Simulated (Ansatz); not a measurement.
# Calcium, hcp under revPBE: ground state and equation of state

The plan for calcium in the hcp structure: relax it, solve it on a dense k-mesh, then scale the cell to 7 volumes from 88 to 112 % of the relaxed one and try a fit of the equation of state. Spin polarisation is left out. The k-meshes are 9×9×5 for the relaxation; 15×15×8 for the dense run; 10×10×6 for the volumes.

This is Ca in the hcp structure; at room conditions it is fcc.

Method: DFT revPBE, plane waves (420 eV) with PAW, scalar-relativistic; PAW files made under PBE, frozen cores solved again for the functional, in Ansatz 0.2.0.

### 1 Starting point

Symmetry: P6_3/mmc, No. 194, hexagonal system. Conventional cell: a = 3.952 Å, b = 3.952 Å, c = 6.453 Å, α = 90.00°, β = 90.00°, γ = 120.00°. Ca (site symmetry -6m2) is surrounded by 12 Ca at 3.95 Å.

Coordinates:

```cif
data_structure
_symmetry_space_group_name_H-M 'P 1'
_symmetry_Int_Tables_number 1
_cell_length_a 3.9516
_cell_length_b 3.9516
_cell_length_c 6.4529
_cell_angle_alpha 90.000
_cell_angle_beta 90.000
_cell_angle_gamma 120.000
_cell_volume 87.26
loop_
_atom_site_label
_atom_site_type_symbol
_atom_site_fract_x
_atom_site_fract_y
_atom_site_fract_z
_atom_site_occupancy
Ca1 Ca 0.33333 0.66667 0.25000 1
Ca2 Ca 0.66667 0.33333 0.75000 1
```

### 2 Relaxation of the cell

Contents of input.yaml:

```yaml
crystal:
  lattice:
    - [3.9515900202, 0.0, 0.0]
    - [-1.9757950101, 3.4221773429, 0.0]
    - [0.0, 0.0, 6.4529465031]
  atoms:
    - { symbol: Ca, position: [0.3333333333, 0.6666666667, 0.25] }
    - { symbol: Ca, position: [0.6666666667, 0.3333333333, 0.75] }
hamiltonian:
  xc: revpbe
  pseudopotentials:
    kind: paw
    azcp:
      Ca: "pseudopotentials/Ca.paw.azcp"
basis:
  ecutwfc: 420
  fft_grid_basis: typed
kpoints:
  mp_grid: { grid: [9, 9, 5], shift: [0, 0, 0] }
magnetization:
  spin_polarized: false
scf:
  occupations: { method: fermi_dirac, width: 0.1 }
relax:
  max_steps: 60
  f_tol: 0.01
  cell: {}
```

Log:

```text
Warning: RAYON_NUM_THREADS=2 ignored (pool sized by the plan → 2); use --threads N
Engine: ansatz 0.2.0, aarch64-unknown-linux-gnu
Pseudopotentials: kind: paw
Pseudopotential: Ca, paw, valence charge 10, recommended cutoff 420 eV (normal), <dir>
Functional definition: revPBE
  parameter kappa = 1.245
  parameter beta = 0.06672455060314922
  exchange = pbe_x(kappa = kappa, mu = beta*pi^2/3)
  correlation = pbe_c(beta = beta)
Crystal: 2 atoms, lattice volume = 87.263 Å³
Basis set: ecut = 420 eV, 1737 PW (Γ), exchange–correlation on 54×54×90 points (8 copies of the dense FFT grid, shifted against one another)
Bands: 14, of which v1, the nominal top of the filled ones, is band 10 counted from 1 (9 counted from 0)
Symmetry: 24 space group operations
Space group: P63/mmc (ITA 194), of the structure as read, at distance tolerance 4.4e-5 Å
k-points: 36 of 405
Non-local potential: Ca, projectors of the file, l = 0: 3, l = 1: 2, l = 2: 2
PAW form: soft (Blöchl's): semilocal exchange-correlation on the pseudo side does not see the compensation charge
PAW frozen core: Ca, regenerated for the run's functional, and the local potential with it (the file was generated under x = pbe(κ = 0.804, μ = 0.2195149727645171), c = pbe(β = 0.06672455060314922))
PAW one-centre angular grid: Ca, 110 points (default); XC on 64 Gauss nodes
Initial density: superposition of atomic densities (neutral atoms: chi_scale 0, normalization atom), corrected by the library's trained network
Initial wavefunctions: pseudopotential atomic-orbital guess
Functional: x = revpbe(κ = 1.245, μ = 0.2195149727645171), c = pbe(β = 0.06672455060314922)
SCF iter   1: F=—  HF=-3639.992496 eV  |F-HF|=—  |Δ(HF+E_count)|=         —  Δρ=1.57e-3  dr2=3.23e-3  ethr=1.77e-3  ⟨swp⟩=7.4  Hψ=7447  notcnv=0
automatic band count: the SCF goes on with 18 bands, as 14 were too few: the levels above may hold too much charge
preconditioner: auto → Kerker (q_TF=auto, 2.134 Å⁻¹)  [metal: Δε(μ)=0.043 eV  Ē_g=3.506 eV  σ=0.100 eV  W_gap=0.11  n_scr=22 (ndim 8)  ℏωp=8.0 eV  f_vac=0.000  D(μ)=2.51/eV (n_scr^D=22)]
SCF iter   2: F=—  HF=-3639.993569 eV  |F-HF|=—  |Δ(HF+E_count)|=   1.07e-3  Δρ=1.03e-3  dr2=1.56e-3  ethr=1.62e-5  ⟨swp⟩=1.2  Hψ=955  notcnv=0
SCF iter   3: F=—  HF=-3639.993806 eV  |F-HF|=—  |Δ(HF+E_count)|=   2.38e-4  Δρ=2.14e-4  dr2=8.85e-5  ethr=7.80e-6  ⟨swp⟩=1.6  Hψ=685  notcnv=0
SCF iter   4: F=—  HF=-3639.993784 eV  |F-HF|=—  |Δ(HF+E_count)|=   2.23e-5  Δρ=8.15e-5  dr2=4.58e-6  ethr=4.42e-7  ⟨swp⟩=1.7  Hψ=690  notcnv=0
iter 5 did not close the SCF: its close was put off for the readings that it lacked (scf_convergence_deferred on its scf_iter line)
SCF iter   5: F=-3639.993786 eV  HF=-3639.993786 eV  |F-HF|=2.35e-8  |Δ(HF+E_count)|=   2.10e-6  Δρ=8.64e-6  dr2=8.98e-8  ethr=2.29e-8  ⟨swp⟩=2.1  Hψ=750  notcnv=0
SCF iter   6: F=-3639.993786 eV  HF=-3639.993786 eV  |F-HF|=5.52e-9  |Δ(HF+E_count)|=   1.65e-8  Δρ=3.34e-6  dr2=1.89e-8  ethr=4.49e-10  ⟨swp⟩=2.4  Hψ=2224  notcnv=0
SCF 1 converged in 6 iterations: F = -3639.993786 eV  dr2 = 1.89e-8
relax step   1: F+E_penalty+E_count = -3639.99378616 eV  Δ(F+E_penalty+E_count) = +0.000e0 eV  max|allowed force component| = 2.429e-17 eV/Å  Δτ_max = 0.0000 Å  P = +0.221 GPa  Ω = 87.263 Å³  (6 SCF iters, dr2 threshold 1.00e-7 eV, accepted)
Crystal: 2 atoms, lattice volume = 87.805 Å³
Basis set: ecut = 420 eV, 1761 PW (Γ), exchange–correlation on 54×54×90 points (8 copies of the dense FFT grid, shifted against one another)
Bands: 18, of which v1, the nominal top of the filled ones, is band 10 counted from 1 (9 counted from 0)
Initial density: handed on by an earlier stage of this run
Initial wavefunctions: those handed on with the density
iter 1 solved again at ethr=1.18e-7 eV; its pass at ethr=3.10e-3 eV (dr2=2.35e-5 eV) is discarded
SCF iter   1: F=—  HF=-3639.994474 eV  |F-HF|=—  |Δ(HF+E_count)|=         —  Δρ=7.89e-5  dr2=7.86e-6  ethr=1.18e-7  ⟨swp⟩=3.1  Hψ=4179  notcnv=0
preconditioner: auto → Kerker (q_TF=auto, 2.132 Å⁻¹)  [metal: Δε(μ)=0.057 eV  Ē_g=3.492 eV  σ=0.100 eV  W_gap=0.14  n_scr=22 (ndim 8)  ℏωp=7.9 eV  f_vac=0.000  D(μ)=2.53/eV (n_scr^D=22)]
SCF iter   2: F=—  HF=-3639.994470 eV  |F-HF|=—  |Δ(HF+E_count)|=   3.70e-6  Δρ=5.36e-5  dr2=3.46e-6  ethr=3.93e-8  ⟨swp⟩=1.1  Hψ=654  notcnv=0
SCF iter   3: F=-3639.994470 eV  HF=-3639.994470 eV  |F-HF|=9.83e-10  |Δ(HF+E_count)|=   1.51e-7  Δρ=8.69e-6  dr2=1.14e-7  ethr=1.00e-9  ⟨swp⟩=2.3  Hψ=2279  notcnv=0
SCF 2 converged in 3 iterations: F = -3639.994470 eV  dr2 = 1.14e-7
relax step   2: F+E_penalty+E_count = -3639.99447026 eV  Δ(F+E_penalty+E_count) = -6.841e-4 eV  max|allowed force component| = 7.517e-18 eV/Å  Δτ_max = 0.0000 Å  P = +0.114 GPa  Ω = 87.805 Å³  energy of the carried Pulay correction = -2.574e-5 eV  (3 SCF iters, dr2 threshold 2.00e-7 eV, accepted)
Crystal: 2 atoms, lattice volume = 88.389 Å³
iter 1 solved again at ethr=1.80e-7 eV; its pass at ethr=3.10e-3 eV (dr2=3.59e-5 eV) is discarded
SCF iter   1: F=—  HF=-3639.994714 eV  |F-HF|=—  |Δ(HF+E_count)|=         —  Δρ=8.86e-5  dr2=1.02e-5  ethr=1.80e-7  ⟨swp⟩=3.2  Hψ=4177  notcnv=0
preconditioner: auto → Kerker (q_TF=auto, 2.130 Å⁻¹)  [metal: Δε(μ)=0.059 eV  Ē_g=3.480 eV  σ=0.100 eV  W_gap=0.15  n_scr=22 (ndim 8)  ℏωp=7.9 eV  f_vac=0.000  D(μ)=2.52/eV (n_scr^D=22)]
SCF iter   2: F=—  HF=-3639.994710 eV  |F-HF|=—  |Δ(HF+E_count)|=   3.42e-6  Δρ=6.06e-5  dr2=4.57e-6  ethr=5.09e-8  ⟨swp⟩=1.0  Hψ=648  notcnv=0
SCF iter   3: F=—  HF=-3639.994710 eV  |F-HF|=—  |Δ(HF+E_count)|=   1.24e-7  Δρ=9.25e-6  dr2=1.30e-7  ethr=2.28e-8  ⟨swp⟩=2.9  Hψ=1105  notcnv=0
SCF iter   4: F=-3639.994710 eV  HF=-3639.994710 eV  |F-HF|=1.86e-9  |Δ(HF+E_count)|=   1.32e-8  Δρ=2.53e-6  dr2=7.43e-9  ethr=4.22e-10  ⟨swp⟩=3.9  Hψ=1600  notcnv=0
SCF 3 converged in 4 iterations: F = -3639.994710 eV  dr2 = 7.43e-9
relax step   3: F+E_penalty+E_count = -3639.99471029 eV  Δ(F+E_penalty+E_count) = -2.400e-4 eV  max|allowed force component| = 1.850e-17 eV/Å  Δτ_max = 0.0000 Å  P = +0.002 GPa  Ω = 88.389 Å³  energy of the carried Pulay correction = -5.319e-5 eV  (4 SCF iters, dr2 threshold 8.44e-8 eV, accepted)
Initial wavefunctions: pseudopotential atomic-orbital guess (no wavefunctions were taken with the density)
iter 1 solved again at ethr=6.47e-8 eV; its pass at ethr=3.10e-3 eV (dr2=1.29e-5 eV) is discarded
SCF iter   1: F=—  HF=-3639.994769 eV  |F-HF|=—  |Δ(HF+E_count)|=         —  Δρ=1.50e-5  dr2=2.98e-8  ethr=6.47e-8  ⟨swp⟩=3.6  Hψ=5761  notcnv=0
preconditioner: auto → Kerker (q_TF=auto, 2.130 Å⁻¹)  [metal: Δε(μ)=0.059 eV  Ē_g=3.479 eV  σ=0.100 eV  W_gap=0.15  n_scr=22 (ndim 8)  ℏωp=7.9 eV  f_vac=0.000  D(μ)=2.52/eV (n_scr^D=22)]
SCF iter   2: F=—  HF=-3639.994765 eV  |F-HF|=—  |Δ(HF+E_count)|=   3.70e-6  Δρ=7.75e-6  dr2=9.35e-9  ethr=1.49e-10  ⟨swp⟩=2.0  Hψ=913  notcnv=0
SCF iter   3: F=—  HF=-3639.994766 eV  |F-HF|=—  |Δ(HF+E_count)|=   4.97e-8  Δρ=6.05e-7  dr2=4.06e-10  ethr=4.68e-11  ⟨swp⟩=2.2  Hψ=994  notcnv=0
SCF iter   4: F=—  HF=-3639.994766 eV  |F-HF|=—  |Δ(HF+E_count)|=  4.91e-11  Δρ=3.20e-7  dr2=4.23e-11  ethr=2.03e-12  ⟨swp⟩=3.0  Hψ=1043  notcnv=0
SCF iter   5: F=-3639.994766 eV  HF=-3639.994766 eV  |F-HF|=9.09e-13  |Δ(HF+E_count)|=  9.09e-13  Δρ=9.66e-8  dr2=6.32e-12  ethr=1.00e-12  ⟨swp⟩=4.8  Hψ=2032  notcnv=0
SCF 4 converged in 5 iterations: F = -3639.994766 eV  dr2 = 6.32e-12
relax step   4: F+E_penalty+E_count = -3639.99476553 eV  Δ(F+E_penalty+E_count) = -5.524e-5 eV  max|allowed force component| = 1.908e-17 eV/Å  Δτ_max = 0.0000 Å  P = +0.002 GPa  Ω = 88.389 Å³  stress off target by 4.10e-3 GPa  SCF on the basis re-selected at this cell (its energy is not comparable with the rows above)  (5 SCF iters)
basis re-selected at this cell: Δ(F+E_penalty+E_count) = -5.524e-5 eV, ΔP = +0.000 GPa vs the last step (what re-selecting the basis moved, of the pressure what is left beyond the Pulay correction that the steps carried, after the strain that the cell walked since its last selection, with what the two solves' SCF thresholds leave and, on support functions, any second-order correction that the steps lacked; it is no measure of the basis error at this ecutwfc). This SCF's stress stands 4.10e-3 GPa from its target on what of the cell is left free (relax.cell.stress_tol is 5.00e-2 GPa) and its largest allowed force component is 1.91e-17 eV/Å (relax.f_tol is 1.00e-2 eV/Å): within both
SCF converged after 5 iterations
Free energy (F): -3639.994766 eV
Harris-Foulkes:  -3639.994766 eV  (|F-HF|=9.09e-13)
Internal energy: -3639.908652 eV  (E = F + TS)
E sigma→0 (E₀):  -3639.951709 eV
Entropy (-TS):   -0.086113 eV (-43.057 meV/atom)
Fermi energy:    4.740191 eV
--- Per-component energies (eV) ---
  E_band       = -357.422534
  E_kinetic    = 550.653613
  E_local      = -1724.220506  (includes V_loc(G=0)·N_el)
  E_nonlocal   = 125.574466
  E_hartree    = 578.605270
  E_xc         = -272.431792
  E_vxc        = -338.621641  (∫ρ·V_xc dr)
  E_paw        = -1721.715257  (= ΣΔE_a)
  E_vpaw       = -128.019052  (= ΣTr[D̂ρ^β])
  E_aug_tail   = -0.000013  (compensation charges beyond the density's cutoff)
  E_ewald      = -1176.299618
  E_core_change = -0.074816  (= ΣΔE_core)
  E_smearing   = -0.086113  (= −TS)
  E_closure    = -0.000000  (closes the sum)
  Σ components = -3639.994766   (vs F -3639.994766, Δ=0.00e0)
--- Forces (eV/Å), atoms counted from 1 ---
  atom   1  Ca     0.00000000     0.00000000     0.00000000
  atom   2  Ca     0.00000000    -0.00000000     0.00000000
  max |Σ_I F_I| component: 2.31e-18 eV/Å
--- Stress (GPa, compression-positive) ---
        0.000987       0.000000       0.000000
        0.000000       0.000987       0.000000
        0.000000       0.000000       0.004102
  P = ⅓ Tr σ = 0.0020 GPa (0.020 kbar)
--- Relaxed structure (3 steps of the walk, 3 accepted, 1 SCFs on fresh bases) ---
  F+E_penalty+E_count = -3639.99476553 eV   max|allowed force component| = 1.908e-17 eV/Å   (the final SCF, on the basis selected at the relaxed cell)
  cell:  # Å, volume = 88.3886 Å³
    - [3.961202617365042, 0.0, 0.0]
    - [-1.980601308682521, 3.4305020961755357, 0.0]
    - [0.0, 0.0, 6.504466101287703]
  atoms:
    - { symbol: Ca, position: [0.3333333333333333, 0.6666666666666666, 0.25] }
    - { symbol: Ca, position: [0.6666666666666666, 0.3333333333333333, 0.75] }
```

Run time: 3.5 s. Hardware: 2 threads of an Arm CPU, shared host; peak memory 0.35 GiB.

Relaxation path:

| step | energy change (meV/atom) | largest force (eV/Å) | pressure (GPa) | volume (Å³/atom) |
| --- | --- | --- | --- | --- |
| 1 | 0.00 | 0.0000 | 0.22 | 43.632 |
| 2 | -0.34 | 0.0000 | 0.11 | 43.902 |
| 3 | -0.46 | 0.0000 | 0.00 | 44.194 |
| 4 | -0.49 | 0.0000 | 0.00 | 44.194 |

Steps that repeat a cell are solved on a basis chosen anew, so their changes of energy are no gain of the relaxation.

The cell of the run, before and after:

|  | before | after | change |
| --- | --- | --- | --- |
| a (Å) | 3.952 | 3.961 | +0.2 % |
| b (Å) | 3.952 | 3.961 | +0.2 % |
| c (Å) | 6.453 | 6.504 | +0.8 % |
| volume (Å³/atom) | 43.632 | 44.194 | +1.3 % |
| shortest distance (Å) | 3.952 | 3.961 | +0.2 % |
| space group (spins left aside) | P6_3/mmc | P6_3/mmc | same |

### 3 The energy on a finer k-mesh

Contents of input.yaml:

```yaml
crystal:
  lattice:
    - [3.9612026174, 0.0, 0.0]
    - [-1.9806013087, 3.4305020962, 0.0]
    - [0.0, 0.0, 6.5044661013]
  atoms:
    - { symbol: Ca, position: [0.3333333333, 0.6666666667, 0.25] }
    - { symbol: Ca, position: [0.6666666667, 0.3333333333, 0.75] }
hamiltonian:
  xc: revpbe
  pseudopotentials:
    kind: paw
    azcp:
      Ca: "pseudopotentials/Ca.paw.azcp"
basis:
  ecutwfc: 420
  fft_grid_basis: typed
kpoints:
  mp_grid: { grid: [15, 15, 8], shift: [0, 0, 0] }
magnetization:
  spin_polarized: false
scf:
  occupations: { method: fermi_dirac, width: 0.1 }
```

Log:

```text
Warning: RAYON_NUM_THREADS=2 ignored (pool sized by the plan → 2); use --threads N
[... 8 set-up lines as earlier in the session ...]
Crystal: 2 atoms, lattice volume = 88.389 Å³
Basis set: ecut = 420 eV, 1761 PW (Γ)
Bands: 14, of which v1, the nominal top of the filled ones, is band 10 counted from 1 (9 counted from 0)
[... 1 set-up line as earlier in the session ...]
Space group: P63/mmc (ITA 194), of the structure as read, at distance tolerance 4.5e-5 Å
k-points: 135 of 1800
[... 7 set-up lines as earlier in the session ...]
SCF iter   1: F=—  HF=-3639.993917 eV  |F-HF|=—  |Δ(HF+E_count)|=         —  Δρ=1.57e-3  dr2=3.36e-3  ethr=1.77e-3  ⟨swp⟩=7.4  Hψ=27960  notcnv=0
automatic band count: the SCF goes on with 18 bands, as 14 were too few: the levels above may hold too much charge
preconditioner: auto → Kerker (q_TF=auto, 2.130 Å⁻¹)  [metal: Δε(μ)=0.020 eV  Ē_g=3.502 eV  σ=0.100 eV  W_gap=0.05  n_scr=22 (ndim 8)  ℏωp=7.9 eV  f_vac=0.000  D(μ)=2.53/eV (n_scr^D=22)]
SCF iter   2: F=—  HF=-3639.995007 eV  |F-HF|=—  |Δ(HF+E_count)|=   1.09e-3  Δρ=1.03e-3  dr2=1.61e-3  ethr=1.68e-5  ⟨swp⟩=1.2  Hψ=3549  notcnv=0
SCF iter   3: F=—  HF=-3639.995219 eV  |F-HF|=—  |Δ(HF+E_count)|=   2.12e-4  Δρ=2.15e-4  dr2=9.01e-5  ethr=8.04e-6  ⟨swp⟩=1.4  Hψ=2529  notcnv=0
SCF iter   4: F=—  HF=-3639.995201 eV  |F-HF|=—  |Δ(HF+E_count)|=   1.72e-5  Δρ=7.08e-5  dr2=3.07e-6  ethr=4.51e-7  ⟨swp⟩=2.1  Hψ=2942  notcnv=0
iter 5 did not close the SCF: its close was put off for the readings that it lacked (scf_convergence_deferred on its scf_iter line)
SCF iter   5: F=-3639.995204 eV  HF=-3639.995204 eV  |F-HF|=2.81e-9  |Δ(HF+E_count)|=   2.18e-6  Δρ=7.93e-6  dr2=6.95e-8  ethr=1.54e-8  ⟨swp⟩=2.4  Hψ=3246  notcnv=0
SCF iter   6: F=-3639.995204 eV  HF=-3639.995204 eV  |F-HF|=4.20e-9  |Δ(HF+E_count)|=   1.86e-8  Δρ=3.09e-6  dr2=1.78e-8  ethr=3.48e-10  ⟨swp⟩=1.0  Hψ=7040  notcnv=0
SCF 1 converged in 6 iterations: F = -3639.995204 eV  dr2 = 1.78e-8
SCF converged after 6 iterations
Free energy (F): -3639.995204 eV
Harris-Foulkes:  -3639.995204 eV  (|F-HF|=4.20e-9)
Internal energy: -3639.908536 eV  (E = F + TS)
E sigma→0 (E₀):  -3639.951870 eV
Entropy (-TS):   -0.086668 eV (-43.334 meV/atom)
Fermi energy:    4.745885 eV
--- Per-component energies (eV) ---
  E_band       = -357.407958
  E_kinetic    = 550.656004
  E_local      = -1724.236511  (includes V_loc(G=0)·N_el)
  E_nonlocal   = 125.576866
  E_hartree    = 578.617305
  E_xc         = -272.432431
  E_vxc        = -338.622641  (∫ρ·V_xc dr)
  E_paw        = -1721.715322  (= ΣΔE_a)
  E_vpaw       = -128.019617  (= ΣTr[D̂ρ^β])
  E_aug_tail   = -0.000013  (compensation charges beyond the density's cutoff)
  E_ewald      = -1176.299618
  E_core_change = -0.074816  (= ΣΔE_core)
  E_smearing   = -0.086668  (= −TS)
  E_closure    = -0.000000  (closes the sum)
  Σ components = -3639.995204   (vs F -3639.995204, Δ=0.00e0)
```

Wall time 3.6 s (2 threads of an Arm CPU, shared host); peak memory 0.42 GiB.

### 4 At 88 % of the relaxed volume

Contents of input.yaml:

```yaml
crystal:
  lattice:
    - [3.7959569757, 0.0, 0.0]
    - [-1.8979784879, 3.2873951727, 0.0]
    - [0.0, 0.0, 6.2331256075]
  atoms:
    - { symbol: Ca, position: [0.3333333333, 0.6666666667, 0.25] }
    - { symbol: Ca, position: [0.6666666667, 0.3333333333, 0.75] }
hamiltonian:
  xc: revpbe
  pseudopotentials:
    kind: paw
    azcp:
      Ca: "pseudopotentials/Ca.paw.azcp"
basis:
  ecutwfc: 420
  fft_grid_basis: typed
kpoints:
  mp_grid: { grid: [10, 10, 6], shift: [0, 0, 0] }
magnetization:
  spin_polarized: false
scf:
  occupations: { method: fermi_dirac, width: 0.1 }
  lower_state_search: "off"
output:
  stress: true
```

Log:

```text
Warning: RAYON_NUM_THREADS=2 ignored (pool sized by the plan → 2); use --threads N
[... 8 set-up lines as earlier in the session ...]
Crystal: 2 atoms, lattice volume = 77.782 Å³
Basis set: ecut = 420 eV, 1521 PW (Γ)
Bands: 14, of which v1, the nominal top of the filled ones, is band 10 counted from 1 (9 counted from 0)
[... 1 set-up line as earlier in the session ...]
Space group: P63/mmc (ITA 194), of the structure as read, at distance tolerance 4.3e-5 Å
k-points: 56 of 600
[... 7 set-up lines as earlier in the session ...]
SCF iter   1: F=—  HF=-3639.917227 eV  |F-HF|=—  |Δ(HF+E_count)|=         —  Δρ=1.92e-3  dr2=4.27e-3  ethr=1.77e-3  ⟨swp⟩=6.9  Hψ=5003  notcnv=0
preconditioner: auto → Kerker (q_TF=auto, 2.176 Å⁻¹)  [metal: Δε(μ)=0.059 eV  Ē_g=2.640 eV  σ=0.100 eV  W_gap=0.15  n_scr=22 (ndim 8)  ℏωp=8.4 eV  f_vac=0.000  D(μ)=2.41/eV (n_scr^D=22)]
SCF iter   2: F=—  HF=-3639.918338 eV  |F-HF|=—  |Δ(HF+E_count)|=   1.11e-3  Δρ=1.24e-3  dr2=1.93e-3  ethr=2.13e-5  ⟨swp⟩=1.1  Hψ=1241  notcnv=0
SCF iter   3: F=—  HF=-3639.918617 eV  |F-HF|=—  |Δ(HF+E_count)|=   2.79e-4  Δρ=2.41e-4  dr2=8.74e-5  ethr=9.65e-6  ⟨swp⟩=2.0  Hψ=880  notcnv=0
SCF iter   4: F=—  HF=-3639.918599 eV  |F-HF|=—  |Δ(HF+E_count)|=   1.81e-5  Δρ=7.05e-5  dr2=1.33e-6  ethr=4.37e-7  ⟨swp⟩=2.1  Hψ=947  notcnv=0
iter 5 did not close the SCF: its close was put off for the readings that it lacked (scf_convergence_deferred on its scf_iter line)
SCF iter   5: F=-3639.918603 eV  HF=-3639.918603 eV  |F-HF|=2.77e-8  |Δ(HF+E_count)|=   4.16e-6  Δρ=8.70e-6  dr2=5.19e-8  ethr=6.66e-9  ⟨swp⟩=2.7  Hψ=1421  notcnv=0
SCF iter   6: F=-3639.918603 eV  HF=-3639.918603 eV  |F-HF|=5.68e-10  |Δ(HF+E_count)|=   3.94e-8  Δρ=2.46e-6  dr2=7.25e-9  ethr=2.59e-10  ⟨swp⟩=2.0  Hψ=3023  notcnv=0
SCF 1 converged in 6 iterations: F = -3639.918603 eV  dr2 = 7.25e-9
SCF converged after 6 iterations
Free energy (F): -3639.918603 eV
Harris-Foulkes:  -3639.918603 eV  (|F-HF|=5.68e-10)
Internal energy: -3639.835265 eV  (E = F + TS)
E sigma→0 (E₀):  -3639.876934 eV
Entropy (-TS):   -0.083338 eV (-41.669 meV/atom)
Fermi energy:    5.661943 eV
--- Per-component energies (eV) ---
  E_band       = -334.723872
  E_kinetic    = 553.355903
  E_local      = -1646.690073  (includes V_loc(G=0)·N_el)
  E_nonlocal   = 125.988821
  E_hartree    = 550.440670
  E_xc         = -273.477946
  E_vxc        = -340.066209  (∫ρ·V_xc dr)
  E_paw        = -1721.871505  (= ΣΔE_a)
  E_vpaw       = -128.194403  (= ΣTr[D̂ρ^β])
  E_aug_tail   = -0.000013  (compensation charges beyond the density's cutoff)
  E_ewald      = -1227.506307
  E_core_change = -0.074816  (= ΣΔE_core)
  E_smearing   = -0.083338  (= −TS)
  E_closure    = 0.000000  (closes the sum)
  Σ components = -3639.918603   (vs F -3639.918603, Δ=0.00e0)
--- Stress (GPa, compression-positive) ---
        2.498647       0.000000       0.000000
        0.000000       2.498647       0.000000
        0.000000       0.000000       2.728979
  P = ⅓ Tr σ = 2.5754 GPa (25.754 kbar)
```

It took 1.7 s on 2 threads of an Arm CPU, shared host; peak memory 0.33 GiB.

(Part 1 of 2 ends here.)
